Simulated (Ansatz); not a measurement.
Crystal: TiO2.

```xyz
12
Lattice="-2.9732 3.2874 3.2874 2.9732 -3.2874 3.2874 2.9732 3.2874 -3.2874" Properties=species:S:1:pos:R:3 pbc="T T T"
Ti    1.4866   -1.6437    1.6437
Ti    1.4866    1.6437   -1.6437
Ti    0.0000    1.6437    1.6124
Ti    2.9732    1.6437    1.6750
O     1.4875    1.6437    2.9263
O     1.4857    4.9311   -0.3611
O     0.0000    0.3609    4.9286
O     2.9732   -0.3609    1.6412
O     0.0000    3.6483    1.6462
O     1.4875   -1.6437    3.6485
O     2.9732    2.9264   -1.6412
O     1.4857    1.6437    0.3611
```

The cell is a database's computed one.

Base run:

```yaml
Program: Ansatz 0.2.0
Functional: r2SCAN
Potentials_or_basis: Ansatz PAW
Cutoff: "500 eV (not typed: the program's choice for these potentials)"
k_mesh: 6 × 6 × 6
Occupations: fermi-dirac, width 0.05 eV
Spin: no spin polarisation
```

Its results: band gap on the k mesh 2.16 eV; pressure -6.6 GPa; largest force 0.116 eV/Å.

Question: The run is repeated on the same cell with these changes: functional from r2SCAN to PBE; cutoff from 500 eV (not typed: the program's choice for these potentials) to 420 eV (not typed: the program's choice for these potentials). What comes out?

Answer: Band gap on the k mesh 1.84 eV; pressure -1.4 GPa; largest force 0.060 eV/Å.

r2SCAN gives the wider gap, since meta-GGAs in the generalised Kohn-Sham scheme recover part of the derivative discontinuity.

Caveats: the PAW data sets come from PBE, with cores solved anew for the run's functional, which leaves a small shift of forces and pressure (some runs).
